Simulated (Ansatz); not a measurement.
**Notes on Se**

```yaml
crystal:
  lattice:
    - [0.00000, 2.37534, 2.37534]
    - [2.37534, 0.00000, 2.37534]
    - [2.37534, 2.37534, 0.00000]
  atoms:
    - { symbol: Se, position: [0.00000, 0.00000, 0.00000] }
```

Method: PBE, no spin polarisation; PAW, plane waves to 420 eV, 12×12×12 Γ-centred mesh, fermi-dirac occupations (width 0.1 eV) (Ansatz 0.2.0), atoms fixed.

Problem. Metal or insulator?

Solution. It is a metal, with about 1.4 states/eV a cell as the mean within 0.25 eV of the Fermi level, mostly Se p (99 %).

Problem. What does the stress say?

Solution. The pressure is -9.7 GPa (compression positive), so with the atoms held at these fractions the cell would first shrink.

Problem. What do density and ELF say about some of the short contacts?

Solution. Se–Se at 3.36 Å: least valence density 0.12 e/Å³ and ELF 0.18 there. These are pseudo-fields; inside the PAW spheres they differ from the all-electron ones.

Origin: a known structure type with other elements, at an estimated volume, so it need not be a known compound. Caveats: many states at the Fermi level without spin polarisation, so a magnetic state may lie lower.
